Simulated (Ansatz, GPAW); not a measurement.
# Geometry or basis: what sets the conductance of a Sn chain with one Pt atom in line, part 3 of 3

Aim: the conductance of a Sn chain with one Pt atom in line after relaxation, and whether geometry, basis or functional moves it most.

GPAW 26.7.0 and Ansatz 0.2.0; Ansatz plane waves; relaxation of the junction with the lead ends held (the session's first sound run).

So far, transmission at the Fermi level (one spin): step 3 (plane waves, PBE) 1.54; step 4 (GPAW, dzp, PBE, GPAW) 1.55; step 5 (single-zeta polarised basis, PBE, GPAW) 1.52; step 6 (minimal basis, PBE, GPAW) 1.61.

## (7) RPBE in the dzp basis: xc = "RPBE"

Level of this step: GPAW LCAO, PAW setups; Landauer transmission from Green's functions with principal layers (ASE), zero bias (GPAW).

Back in the dzp basis, the functional changes from PBE to RPBE, to set the spread between functionals beside that between bases.

run.py

```python
import json
import numpy as np
from ase import Atoms
from ase.transport.calculators import TransportCalculator
from gpaw import GPAW, FermiDirac
from gpaw.lcao.tools import get_lcao_hamiltonian
from scipy.linalg import eigh

# The junction with lead layers at both ends, along the third cell vector
device = Atoms(
    ['Sn', 'Sn', 'Sn', 'Sn', 'Sn', 'Sn', 'Pt', 'Sn', 'Sn', 'Sn', 'Sn', 'Sn', 'Sn'],
    positions=[
        [4.50000, 4.50000, 1.37500],
        [4.50000, 4.50000, 4.12500],
        [4.50000, 4.50000, 6.87500],
        [4.50000, 4.50000, 9.62500],
        [5.34738, 4.67578, 12.38827],
        [4.61937, 4.54204, 15.17883],
        [5.13424, 4.66998, 17.66473],
        [4.61988, 4.54500, 20.15201],
        [5.31498, 4.72302, 22.94776],
        [4.50000, 4.50000, 25.71740],
        [4.50000, 4.50000, 28.46740],
        [4.50000, 4.50000, 31.21740],
        [4.50000, 4.50000, 33.96740]],
    cell=[[9.0, 0.0, 0.0], [0.0, 9.0, 0.0], [0.0, 0.0, 35.3424]],
    pbc=True)

# One principal layer of the lead: the first 3 atoms of the device
lead = Atoms(
    ['Sn', 'Sn', 'Sn'],
    positions=[
        [4.50000, 4.50000, 1.37500],
        [4.50000, 4.50000, 4.12500],
        [4.50000, 4.50000, 6.87500]],
    cell=[[9.0, 0.0, 0.0], [0.0, 9.0, 0.0], [0.0, 0.0, 8.25]],
    pbc=True)

settings = dict(mode='lcao', basis='dzp', xc='RPBE', h=0.2,
                occupations=FermiDirac(0.1), maxiter=250,
                mixer=dict(beta=0.1, nmaxold=8, weight=100.0),
                convergence=dict(density=0.0001))
energies = np.arange(-2, 2 + 1e-9, 0.025)
eta = 0.0001
n1, n2 = 1, 1
# k and -k transmit alike, so half of the mesh across the current serves
mesh = [(i, j) for i in range(n1) for j in range(n2) if (i, j) <= (-i % n1, -j % n2)]
weights = np.array([1 if (i, j) == (-i % n1, -j % n2) else 2 for i, j in mesh]) / (n1 * n2)

# [... helper functions left out ...]
fermi_lead = ground_state(lead, (1, 1, 14), 'lead.txt')
fermi_device = ground_state(device, (1, 1, 2), 'device.txt')
# [... loop over the mesh left out, but for ...]
        # Shift the lead onto the potential of the device's first layer
        shift = ((H[:, 0, 0] - H0[:, 0, 0]) / S0[0, 0]).real.mean()
# [...]
kT = 8.617333e-5 * 300
bias = [0.1, 0.2, 0.5, 1.0, 1.5, 2.0]
# [... integrals and printing left out ...]
```

Started as:

```console
OMP_NUM_THREADS=1 OPENBLAS_NUM_THREADS=1 python run.py
```

Numbers of over 12 decimals in the logs are rounded to 6 here.

The log of the run:

```text
basis functions: device 303, principal layer 69
Fermi level: lead -2.8478 eV, device -2.8242 eV; lead shifted by 0.0263 eV
largest coupling past the next layer 3.81e-07 eV, largest misfit of the first layer 0.052 eV
  E-E_F (eV)   T (one spin)  [channel counts left out]
    -2.000    3.7338e-01
    -1.975    2.8529e-01
    -1.950    2.1019e-01
[...]
1.975    1.8076e+00
     2.000    1.7648e+00
conductance at 300 K: 1.5249 G0 a cell; thermopower -5.964 uV/K
current from the zero-bias T(E) at 0.1 V: 11.794 uA
current from the zero-bias T(E) at 0.2 V: 23.465 uA
current from the zero-bias T(E) at 0.5 V: 56.719 uA
current from the zero-bias T(E) at 1.0 V: 104.48 uA
current from the zero-bias T(E) at 1.5 V: 153.8 uA
current from the zero-bias T(E) at 2.0 V: 210.78 uA
```

Wall time 78 s (1 thread of AMD EPYC 7R13 (Zen 3), shared host); peak memory 1.2 GiB.

Numbers from this step:

```yaml
conductance: 1.525 G₀
thermopower: -5.964 μV/K
largest_coupling_past_the_next_principal_layer: 3.81e-7 eV
largest_misfit_of_the_first_principal_layer: 0.05241 eV
shift_that_aligns_the_lead: 0.02627 eV
basis_functions_of_the_junction: 303
basis_functions_of_a_principal_layer: 69
transmission_at_the_fermi_level_one_spin: 1.533
```

One spin. Table of transmission, zone mean by energy, zero at the Fermi level:

```csv
energy (eV),"transmission, zone mean"
-2.000,0.373
-1.800,0.0179
-1.600,3.7e-4
-1.400,0.00779
-1.200,0.125
-1.000,0.900
-0.950,0.997
-0.800,0.955
-0.675,1.30
-0.600,0.746
-0.400,0.703
-0.200,1.16
0.000,1.53
0.200,1.66
0.400,1.69
0.600,1.76
0.800,1.95
1.000,2.22
1.200,2.46
1.375,2.54
1.400,2.54
1.600,2.41
1.800,2.10
2.000,1.76
```

The conductance, 1.52 G₀, lies 1.2 % below that of the dzp run.

## (8) Without the relaxation: geometry = "as built"

The dzp basis with PBE on the structure as first built shows what the relaxation was worth.

Changes to run.py since step 7:

```diff
@@ -16,7 +16,7 @@
         [4.50000, 4.50000, 9.62500],
-        [5.34738, 4.67578, 12.38827],
-        [4.61937, 4.54204, 15.17883],
-        [5.13424, 4.66998, 17.66473],
-        [4.61988, 4.54500, 20.15201],
-        [5.31498, 4.72302, 22.94776],
+        [4.50000, 4.50000, 12.37500],
+        [4.50000, 4.50000, 15.12500],
+        [4.50000, 4.50000, 17.67120],
+        [4.50000, 4.50000, 20.21740],
+        [4.50000, 4.50000, 22.96740],
         [4.50000, 4.50000, 25.71740],
@@ -38,3 +38,3 @@
 
-settings = dict(mode='lcao', basis='dzp', xc='RPBE', h=0.2,
+settings = dict(mode='lcao', basis='dzp', xc='PBE', h=0.2,
                 occupations=FermiDirac(0.1), maxiter=250,
```

The log of the run:

```text
basis functions: device 303, principal layer 69
Fermi level: lead -2.9469 eV, device -2.9969 eV; lead shifted by 0.0203 eV
largest coupling past the next layer 3.84e-07 eV, largest misfit of the first layer 0.024 eV
  E-E_F (eV)   T (one spin)  [channel counts left out]
    -2.000    9.8506e-01
    -1.975    9.8381e-01
    -1.950    9.8263e-01
[...]
1.975    2.2485e+00
     2.000    2.2487e+00
conductance at 300 K: 2.1901 G0 a cell; thermopower -1.449 uV/K
current from the zero-bias T(E) at 0.1 V: 16.951 uA
current from the zero-bias T(E) at 0.2 V: 33.799 uA
current from the zero-bias T(E) at 0.5 V: 82.769 uA
current from the zero-bias T(E) at 1.0 V: 154.9 uA
current from the zero-bias T(E) at 1.5 V: 209.11 uA
current from the zero-bias T(E) at 2.0 V: 265.02 uA
```

It took 68 s on 1 thread; peak memory 1.2 GiB.

Numbers from this step:

```yaml
conductance: 2.190 G₀
largest_coupling_past_the_next_principal_layer: 3.84e-7 eV
largest_misfit_of_the_first_principal_layer: 0.02389 eV
shift_that_aligns_the_lead: 0.02032 eV
transmission_at_the_fermi_level_one_spin: 2.196
```

The conductance, 2.19 G₀, lies 42 % above that of the dzp run.

## (9) The ladder

Times are wall times on the hardware named with each run. The runs compared:

```csv
no.,run,conductance (G₀),time,memory (GiB)
1,pw PBE,1.533,2.1 min,3.7
2,dzp,1.543,78 s,1.2
3,szp,1.513,62 s,1.1
4,sz,1.605,45 s,1.1
5,dzp RPBE,1.525,78 s,1.2
6,asbuilt,2.190,68 s,1.2
```

## (10) The levels side by side

The curves are compared point by point over the common energies.

This step: comparison of transmission and cost over codes, levels and geometry (GPAW 26.7.0).

Ladder, by row:

```csv
step,code,T at the Fermi level (sum over the listed spins),conductance (G0),r.m.s. T(E) from the first,wall time (s),peak memory (GiB),threads
pw-pbe,Ansatz,1.539,1.533,0,123.7,3.676,4
dzp,GPAW,1.551,1.543,0.1446,77.64,1.18,1
szp,GPAW,1.522,1.513,0.1899,61.77,1.15,1
sz,GPAW,1.615,1.605,0.1892,45.18,1.06,1
dzp-RPBE,GPAW,1.533,1.525,0.1416,77.55,1.18,1
asbuilt,GPAW,2.196,2.19,0.5613,68.47,1.19,1
```

Table of transmission, zone mean, sum over the listed spins by energy, zero at the Fermi level:

```csv
energy (eV),pw-pbe,dzp,szp,sz,dzp-RPBE,asbuilt
-2.0000,0.290,0.367,0.277,0.212,0.373,0.985
-1.7500,0.00469,0.00669,3.4e-4,1.7e-4,0.00632,0.976
-1.5000,0.00640,0.00145,0.00144,8.7e-5,0.00125,0.978
-1.2500,0.204,0.0701,0.0215,0.0601,0.0668,0.992
-1.0500,0.996,0.682,0.411,0.684,0.655,0.995
-1.0000,0.881,0.919,0.672,0.905,0.900,0.982
-0.7500,0.850,0.642,0.373,0.669,0.657,0.234
-0.6750,0.815,1.58,0.770,1.02,1.30,0.338
-0.6250,0.790,0.689,1.53,1.53,0.674,0.591
-0.5000,0.791,0.573,1.11,0.780,0.571,1.18
-0.2500,1.16,1.05,0.947,0.978,1.04,1.89
0.0000,1.54,1.55,1.52,1.61,1.53,2.20
0.2500,1.64,1.69,1.69,1.81,1.67,2.19
0.5000,1.67,1.73,1.73,1.86,1.71,2.15
0.7500,1.85,1.91,1.90,2.00,1.89,2.17
1.0000,2.19,2.23,2.22,2.27,2.22,2.19
1.2500,2.47,2.50,2.49,2.53,2.50,2.19
1.3750,2.52,2.54,2.53,2.59,2.54,2.19
1.4000,2.52,2.54,2.53,2.59,2.54,2.19
1.4250,2.52,2.53,2.53,2.59,2.54,2.19
1.5000,2.49,2.50,2.49,2.58,2.52,2.20
1.7500,2.13,2.17,2.15,2.30,2.18,2.23
2.0000,1.70,1.76,1.73,1.85,1.76,2.25
```

## (11) Functional revPBE: xc = "revPBE"

The functional moves levels against the Fermi level.

This step: GPAW LCAO, PAW setups; Landauer transmission from Green's functions with principal layers (ASE), zero bias (GPAW 26.7.0).

Changes to run.py since step 8:

```diff
@@ -16,7 +16,7 @@
         [4.50000, 4.50000, 9.62500],
-        [4.50000, 4.50000, 12.37500],
-        [4.50000, 4.50000, 15.12500],
-        [4.50000, 4.50000, 17.67120],
-        [4.50000, 4.50000, 20.21740],
-        [4.50000, 4.50000, 22.96740],
+        [5.34738, 4.67578, 12.38827],
+        [4.61937, 4.54204, 15.17883],
+        [5.13424, 4.66998, 17.66473],
+        [4.61988, 4.54500, 20.15201],
+        [5.31498, 4.72302, 22.94776],
         [4.50000, 4.50000, 25.71740],
@@ -38,3 +38,3 @@
 
-settings = dict(mode='lcao', basis='dzp', xc='PBE', h=0.2,
+settings = dict(mode='lcao', basis='dzp', xc='revPBE', h=0.2,
                 occupations=FermiDirac(0.1), maxiter=250,
```

The log of the run:

```text
basis functions: device 303, principal layer 69
Fermi level: lead -2.8676 eV, device -2.8429 eV; lead shifted by 0.0259 eV
largest coupling past the next layer 3.82e-07 eV, largest misfit of the first layer 0.051 eV
  E-E_F (eV)   T (one spin)  [channel counts left out]
    -2.000    3.6028e-01
    -1.975    2.7389e-01
    -1.950    2.0095e-01
    -1.925    1.4074e-01
    -1.900    9.7723e-02
    -1.875    6.5490e-02
    -1.850    4.2743e-02
    -1.825    2.7185e-02
    -1.800    1.6839e-02
    -1.775    1.0151e-02
    -1.750    5.9529e-03
    -1.725    3.4047e-03
    -1.700    1.9160e-03
    -1.675    1.0851e-03
    -1.650    6.4763e-04
    -1.625    4.3951e-04
[...]
1.825    2.0488e+00
     1.850    2.0078e+00
     1.875    1.9669e+00
     1.900    1.9260e+00
     1.925    1.8848e+00
     1.950    1.8433e+00
     1.975    1.8011e+00
     2.000    1.7583e+00
conductance at 300 K: 1.5198 G0 a cell; thermopower -5.931 uV/K
current from the zero-bias T(E) at 0.1 V: 11.754 uA
current from the zero-bias T(E) at 0.2 V: 23.386 uA
current from the zero-bias T(E) at 0.5 V: 56.543 uA
current from the zero-bias T(E) at 1.0 V: 104.21 uA
current from the zero-bias T(E) at 1.5 V: 153.39 uA
current from the zero-bias T(E) at 2.0 V: 210.21 uA
```

Wall time 69 s (1 thread); peak memory 1.2 GiB.

Numbers from this step:

```yaml
conductance: 1.520 G₀
thermopower: -5.931 μV/K
largest_coupling_past_the_next_principal_layer: 3.82e-7 eV
largest_misfit_of_the_first_principal_layer: 0.05065 eV
shift_that_aligns_the_lead: 0.02591 eV
transmission_at_the_fermi_level_one_spin: 1.527
```

One spin. The transmission, zone mean by energy, zero at the Fermi level:

```csv
energy (eV),"transmission, zone mean"
-2.000,0.360
-1.900,0.0977
-1.800,0.0168
-1.700,0.00192
-1.600,3.7e-4
-1.500,0.00133
-1.400,0.00818
-1.300,0.0360
-1.200,0.131
-1.100,0.420
-1.000,0.914
-0.950,0.998
-0.900,0.950
-0.800,0.950
-0.700,1.30
-0.600,0.771
-0.500,0.574
-0.400,0.705
-0.300,0.921
-0.200,1.16
-0.100,1.37
0.000,1.53
0.100,1.62
0.200,1.66
0.300,1.67
0.400,1.68
0.500,1.70
0.600,1.75
0.700,1.83
0.800,1.94
0.900,2.07
1.000,2.21
1.100,2.34
1.200,2.45
1.300,2.51
1.375,2.53
1.400,2.53
1.500,2.50
1.600,2.40
1.700,2.25
1.800,2.09
1.900,1.93
2.000,1.76
```

Not self-consistent under bias; the bias window is split evenly. The current through one cell, from the zero-bias transmission by bias:

```csv
bias (V),"current through one cell, from the zero-bias transmission (μA)"
0.100,11.8
0.200,23.4
0.500,56.5
1.000,104
1.500,153
2.000,210
```

Table of transmission of the three most open eigenchannels by energy, zero at the Fermi level:

```csv
energy (eV),channel 1,channel 2,channel 3
-2.000,0.360,0,0
-1.800,0.0168,0,0
-1.600,3.7e-4,0,0
-1.400,0.00818,0,0
-1.200,0.131,0,0
-1.000,0.914,0,0
-0.800,0.950,4.7e-9,1.4e-10
-0.600,0.724,0.0428,0.00484
-0.400,0.542,0.136,0.0268
-0.200,0.577,0.468,0.114
0.000,0.703,0.558,0.266
0.200,0.743,0.506,0.409
0.400,0.676,0.575,0.431
0.600,0.650,0.625,0.478
0.800,0.700,0.642,0.599
1.000,0.783,0.721,0.709
1.200,0.889,0.833,0.727
1.400,0.923,0.898,0.713
1.600,0.959,0.837,0.604
1.800,0.937,0.802,0.351
2.000,0.812,0.784,0.162
```

The conductance, 1.52 G₀, lies 1.5 % below that of the dzp run.

## (12) Results

| Quantity | Value |
| --- | --- |
| conductance | 1.54 G₀ |
| transmission at the Fermi level, mean of the spins | 1.55 |
| thermopower | -5.97 μV/K |

What this shows: In the dzp basis the junction conducts 1.54 G₀ at 300 K, with T = 1.55 a spin at the Fermi level; the sz basis reaches that conductance within 10 %. Relaxation moved atoms by up to 0.87 Å and took the conductance from 2.19 to 1.54 G₀, as a ratio a larger change than the step from dzp to the minimal basis. Plane waves (PBE) give T = 1.54 there. At the Fermi level the three most open eigenchannels pass 0.71, 0.57 and 0.28. The negative thermopower says that the thermally weighted transmission is larger above the Fermi level, as for electron-like transport. Measured against the first run (pw-pbe), the nearest curve is that of dzp-RPBE (r.m.s. 0.14) and the farthest that of asbuilt (0.56). Over the compared runs wall time goes from 45 s (sz) to 124 s (pw-pbe), on a shared host; the plane-wave run used 4 threads and the orbital runs 1. The leads kept an estimated spacing and the cell its length, so the junction may be under some tension or compression. The run had no spin polarisation, so a magnetic state, which chains and small molecules with open shells often have, wasn't tested. Spin-orbit coupling is left out, which matters for the heavy atoms here. An evenly spaced straight chain is an idealisation: free chains tend to dimerise, zigzag or, where a band edge lies near the Fermi level, turn magnetic. The currents use the zero-bias T(E) throughout, which holds only while the bias is small against the distance to the nearest feature.

[Logs are printed without paths, hosts, clocks, repeated set-up lines and the standing remarks that a program may print on its own settings, such as how far it seeks lower states.]

[Hosts, paths, dates, database ids (printed as entryN), source tags and the programs' standing remarks are cut or masked in the printed files.]
